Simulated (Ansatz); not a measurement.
# CaO: the cost of one run

Program: Ansatz 0.2.0. Level of theory: DFT PBE, scalar-relativistic, plane waves, PAW. These are calculated values, not measurements.

## 1. The starting structure

It takes space group P4/mmm (No. 123, tetragonal). Conventional cell: a = 3.202 Å, b = 3.202 Å, c = 3.741 Å, α = 90.00°, β = 90.00°, γ = 90.00°. Around Ca (site symmetry 4/mmm) lie 8 O at 2.94 Å and 4 Ca at 3.20 Å. Around O (site symmetry 4/mmm) lie 8 Ca at 2.94 Å.

As a file:

```cif
data_structure
_symmetry_space_group_name_H-M 'P 1'
_symmetry_Int_Tables_number 1
_cell_length_a 3.2024
_cell_length_b 3.2024
_cell_length_c 3.7405
_cell_angle_alpha 90.000
_cell_angle_beta 90.000
_cell_angle_gamma 90.000
_cell_volume 38.36
loop_
_atom_site_label
_atom_site_type_symbol
_atom_site_fract_x
_atom_site_fract_y
_atom_site_fract_z
_atom_site_occupancy
Ca1 Ca 0.50000 0.50000 0.50000 1
O1 O 0.00000 0.00000 0.00000 1
```

A structure generator made this guess: species swapped into a database cell of ZrIr (P4/mmm, No. 123), with Ca on the Zr sites and O on the Ir sites. The dimensions are guesses.

## 2. Probe: one point on a coarse mesh

Contents of input.yaml:

```yaml
crystal:
  lattice:
    - [3.20243105, 0.0, 0.0]
    - [0.0, 3.20243105, 0.0]
    - [0.0, 0.0, 3.74053773]
  atoms:
    - { symbol: Ca, position: [0.5, 0.5, 0.5] }
    - { symbol: O, position: [0.0, 0.0, 0.0] }
basis:
  ecutwfc: 420
kpoints:
  mp_grid: { grid: [6, 6, 4] }
hamiltonian:
  xc: pbe
scf:
  occupations: { method: gaussian, width: 0.1 }
  lower_state_search: "off"
output:
  forces: true
  stress: true
  eigenvalues: true
```

Run with:

```bash
> ansatz run input.yaml --threads 1 --pin off --max-ram 2560MiB --backend cpu --events-out ev --progress --plain --runs-dir out
```

Q: Estimate wall time and peak memory on 1 thread of AMD EPYC (Zen 3), shared host.

About 2.8 s, with a peak of 0.3 GiB.
